## A well that steepens: sliding silicon against molybdenum in MoSi2

Sliding all the silicon sideways by half an ångström costs about 1.5 eV per cell and puts the cell, held at fixed volume, under a pressure of about 18 GPa. Both effects point to the same likely source: each silicon is pushed into one molybdenum neighbour while it leaves the opposite one, and the push of a shortened contact climbs ever more steeply, while the pull of a stretched one levels off. The steep climb outweighs the missing pull, so the energy rises faster than a parabola, and the crystal pushes outwards although nothing has compressed it as a whole.

MoSi2 (I4/mmm, 3-atom cell, 13.58 Å³ an atom) with both Si atoms moved together along Cartesian [1 −1 0], all else fixed. Ansatz 0.2.0, plane-wave PAW, PBE, scalar-relativistic, no spin polarisation, cutoff 420 eV, 20×20×20 k mesh, Gaussian smearing 0.15 eV. Energies are free energies relative to the undisturbed cell; pressure is positive in compression.

| displacement (Å) | energy change (eV a cell) | force along direction (eV/Å summed over the moved atoms) | pressure (GPa) | gap on mesh (eV) |
| --- | --- | --- | --- | --- |
| -0.5 | 1.539 | 7.592 | 18.09 | 0.051 |
| -0.25 | 0.315 | 2.711 | 4.35 | 0.000 |
| 0 | 0.000 | 0.000 | 0.01 | 0.000 |
| 0.125 | 0.074 | -1.209 | 1.08 | 0.000 |
| 0.375 | 0.775 | -4.767 | 9.95 | 0.000 |

### One curve, one minimum

The displacement $x$ is how far the silicon atoms have moved together from their rest positions. The crystal has an inversion centre at each molybdenum, which swaps the two silicon atoms and reverses the slide, so $+x$ and $-x$ are equivalent. The lopsided look of the table comes only from the unequal distances chosen on the two sides. Ordered by distance from rest, the energy, the size of the force and the pressure all grow steadily, and the force always points back to the single minimum.

For a parabola, energy divided by $x^2$ would be constant. Here it rises by 30 % from the smallest displacement to the largest. A parabola drawn through the row at 0.125 Å would predict $4.74\times0.5^2\approx1.18$ eV at half an ångström, well short of the computed 1.54 eV. Pressure divided by $x^2$, by contrast, stays constant within about 5 %.

### What the slide does to the contacts

Because the silicon atoms move together, the distances among them stay as they were, and so do those among the molybdenum atoms. Only contacts between the two elements change. Each silicon has five molybdenum neighbours at about 2.6 Å, and the slide heads towards one of them. At half an ångström that contact has shrunk to 2.20 Å and the opposite one has grown to 3.06 Å, while the other three have barely stretched.

Suppose first that every contact were an ideal spring. The shortened one would push the silicon back and the lengthened one would pull it back, and the well would be almost exactly parabolic: energy over $x^2$ would rise by only 1 %. The cell would also be under tension, because on balance the contacts have become longer and the long one pulls over a greater length. The calculation gives clear steepening and positive pressure, so bond geometry with equal springs is not enough.

A real contact is lopsided. When it is shortened, the electron clouds and cores are forced together and the resistance climbs steeply; when it is stretched, the pull falls behind that of a spring and levels off. For the energy, the extra cost on the short side and the saving on the long side almost cancel at first, so lopsidedness alone would not steepen the well. It hardens because the push exceeds that of an ideal spring by more than the pull falls short of one. The energy from this surplus is expected to grow as $x^4$, which is why it shows only at larger displacement.

For the pressure the same lopsidedness acts at once. The short contact pushes harder than the long one pulls, and this surplus does not cancel when the direction of the slide is reversed. It grows as $x^2$ from the start, as the pressure does.

### A contact model and a worked pressure

The simplest lopsided contact is the Morse form. With $d$ the length of a contact and $d_0$ its length in the undisturbed crystal, its energy is

$$V(d)=D\left[1-e^{-s(d-d_0)}\right]^2 .$$

The strength $D\approx0.48$ eV and the steepness $s\approx1.8$ Å$^{-1}$ were fitted to the energies of all five rows, which the model then reproduces to about 0.001 eV. They describe this slide and should not be read as bond energies. The slope of $V$ gives the force in a contact,

$$t=2Ds\,e^{-s(d-d_0)}\left[1-e^{-s(d-d_0)}\right],$$

which is a pull when positive and a push when negative.

The pressure follows by adding force times length over all contacts, with pushes now counted as positive, and dividing by three times the cell volume. Take the row at −0.5 Å, whose energy was part of the fit but whose pressure was not. In the model the short contact pushes with about 4.2 eV/Å, the long one pulls with 0.43 eV/Å, and the three others, now near 2.67 Å, pull with 0.13 eV/Å each. For one silicon this gives

$$4.2\times2.20-0.43\times3.06-3\times0.13\times2.67\approx6.9\ \text{eV}.$$

With two silicon atoms and a cell of $3\times13.58\approx40.7$ Å$^3$,

$$P\approx\frac{2\times6.9}{3\times40.7}\ \text{eV/Å}^3\approx0.113\ \text{eV/Å}^3\approx18\ \text{GPa},$$

where 1 eV/Å$^3$ is about 160 GPa. The calculation gives 18.09 GPa.

### Where the push goes

The single pressure value hides a strong dependence on direction. In the same row the stress is about 38 GPa along the slide and 18 GPa along the long axis $c$, while across the slide there is a slight tension of 2 GPa. This is what a push along the short contact should look like: that contact leans mostly along the slide, partly along $c$ and not at all across.

### Where the model falls short

The output printed after the text compares the model with each row. Its forces agree within about 1 %, but force is the slope of the fitted energy, so this is mainly a check of consistency. The pressure is the harder test. It is 12 % too low at the smallest displacement and nearly right at the largest, so the model does not explain why pressure over $x^2$ is so nearly constant.

It also makes the force on each silicon along $c$ roughly a quarter to a third too large, and the tension across the slide 1.7 to 2.1 times the computed one. Five contacts of one Morse form are thus an incomplete picture; farther neighbours, bond angles, the shared metallic electrons and any forces already present in the contacts at rest, all of which the model leaves out, may account for the difference. That the contacts between silicon and molybdenum cause the steepening is an argument supported by the pressure and its direction, not a proof.

The force along $c$ has a practical meaning too. It reaches 1.8 eV/Å on each silicon at −0.5 Å, in opposite directions on the two atoms, so they would shift along $c$ if they were free. The energies in the table are therefore upper limits for a slide in which the silicon heights can adjust.

### The row with a gap

Only the row at −0.5 Å shows a gap. It is the row farthest from rest, and by symmetry the negative sign plays no part. The gap of 0.05 eV is a third of the smearing width, and the mesh of k points may miss the band edges, while PBE itself tends to make gaps too small. The row thus settles neither that the displaced crystal is an insulator nor that it is a metal.

The raw energies do give a hint about the cause. Smearing lowers the free energy below its zero-smearing estimate, and the lowering grows with the number of states near the Fermi level. At −0.5 Å it is about 0.001 eV per cell smaller than in the undisturbed crystal, which suggests that the slide has thinned out those states. To tell which bands move apart would take a band structure.

Output of the analysis:

```
fit of energy_change on 5 rows: coefficient of un**2+uf**2+2*us**2+ua**2 3.916 +/- 0.11; rms 0.0432, worst 0.375 0.0601, leave-one-out rms 0.0903
fit of energy_change on 5 rows: coefficient of 2*((1-exp(-s*un))**2+(1-exp(-s*uf))**2+2*(1-exp(-s*us))**2+(1-exp(-s*ua))**2) 0.4819 +/- 0.00022, s 1.798; rms 0.000617, worst -0.25 0.00108, leave-one-out rms 0.00384
Contacts (A) and models (eV, eV/A, GPa):
    row  near Mo-Si  far Mo-Si  E springs  E Morse  force size Morse  P Morse  P springs
   -0.5       2.199      3.064      1.491    1.539             7.643    17.84      -8.37
  -0.25       2.405      2.839     0.3701   0.3161             2.708    3.951     -2.089
    0.0       2.619      2.619          0        0                 0        0          0
  0.125       2.511      2.729    0.09235  0.07483             1.219   0.9555    -0.5221
  0.375       2.301      2.951     0.8351   0.7749             4.749    9.369     -4.704
Stress (GPa) and c-axis force on one Si (eV/A):
    row  along slide  Morse  across slide   Morse  along c   Morse  c force   Morse
   -0.5        38.49  38.15        -1.862  -3.961    17.64   19.33    1.815   2.277
  -0.25        10.29  9.258         -0.65  -1.111    3.414   3.705   0.3639  0.4704
    0.0        0.009      0         0.009       0    0.012       0   0.0017       0
  0.125        2.618  2.294         -0.17  -0.286    0.792  0.8584   0.0857  0.1118
  0.375        22.53  21.11        -1.289  -2.382    8.612   9.375   0.8957   1.149
energy over x squared, moved rows in table order, eV/A^2: -0.5 6.156, -0.25 5.04, 0.125 4.736, 0.375 5.511
force size over distance moved, moved rows, eV/A^2: -0.5 15.18, -0.25 10.84, 0.125 9.672, 0.375 12.71
pressure over x squared, moved rows, GPa/A^2: -0.5 72.36, -0.25 69.6, 0.125 69.12, 0.375 70.76
rise factor of energy over x squared, computed: 1.3
rise factor of energy over x squared, equal springs: 1.009
Morse force over computed force, moved rows: -0.5 1.007, -0.25 0.9991, 0.125 1.009, 0.375 0.9962
Morse pressure over computed pressure, moved rows: -0.5 0.9862, -0.25 0.9082, 0.125 0.8847, 0.375 0.9416
gap at -0.5 A over smearing width: 0.34
```
